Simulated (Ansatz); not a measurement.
The system is NaH.

```xyz
2
Lattice="0.0000 2.4400 2.4400 2.4400 0.0000 2.4400 2.4400 2.4400 0.0000" Properties=species:S:1:pos:R:3 pbc="T T T"
Na    0.0000    0.0000    0.0000
H     2.4400    2.4400    2.4400
```

Base run:

```yaml
Program: Ansatz 0.2.0
Functional: LDA
Potentials_or_basis: all-electron LAPW, scalar-relativistic
Cutoff: 151 eV (chosen from the basis error)
Basis_error_allowed: 0.001 eV/atom
k_mesh: 9 × 9 × 9
Occupations: gaussian, width 0.1 eV
Spin: no spin polarisation
```

Its results: band gap on the k mesh 3.67 eV, indirect (least direct gap 4.41 eV); pressure -2.6 GPa.

**Question.** The run is repeated on the same cell with these changes: functional from LDA to RPBE. What comes out?

**Answer.** Band gap on the k mesh 4.22 eV, indirect (least direct gap 4.89 eV); pressure 0.7 GPa.

RPBE binds less tightly than LDA, so the same cell stands under more pressure.

Caveats: an odd mesh through Γ misses points on the zone boundary, where band edges often lie.
